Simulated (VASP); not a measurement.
Given:

```
CELL_PARAMETERS angstrom
      1.35689    -2.35020     0.00000
      1.35689     2.35020     0.00000
      0.00000     0.00000     4.40516
ATOMIC_POSITIONS crystal
  Be 0.66667 0.33333 0.50004
  Be 0.33333 0.66667 0.00004
  O  0.66667 0.33333 0.87796
  O  0.33333 0.66667 0.37796
```

Level of theory: PBE GGA, VASP's PBE PAW potentials (set 64) (plane waves; VASP). Numerical set-up: 600 eV cut-off, 8×8×6 Γ-centred mesh, Gaussian smearing of 0.050 eV, potentials Be O.

Energy and stress use the plane-wave basis of the starting cell.

**Question.** The ions, cell shape and volume at an external pressure of 20.0 GPa are relaxed. Predict the relaxed structure.

**Answer.** 
```
CELL_PARAMETERS angstrom
      1.31935    -2.28518     0.00000
      1.31935     2.28518     0.00000
      0.00000     0.00000     4.28478
ATOMIC_POSITIONS crystal
  Be 0.66667 0.33333 0.50016
  Be 0.33333 0.66667 0.00016
  O  0.66667 0.33333 0.87784
  O  0.33333 0.66667 0.37784
```
Space group P6_3mc (186), at a tolerance of 0.03 Å.

**Question.** How do energy and volume change from the first to the last step?

**Answer.** The energy (σ→0) changes by +32.3 meV/atom and the volume by -8.0 %, in 6 ionic steps.

The compound is BeO in the wurtzite structure. This run relaxes it under an external pressure of 20 GPa. Symmetry was kept, so distortions that lower it aren't found.
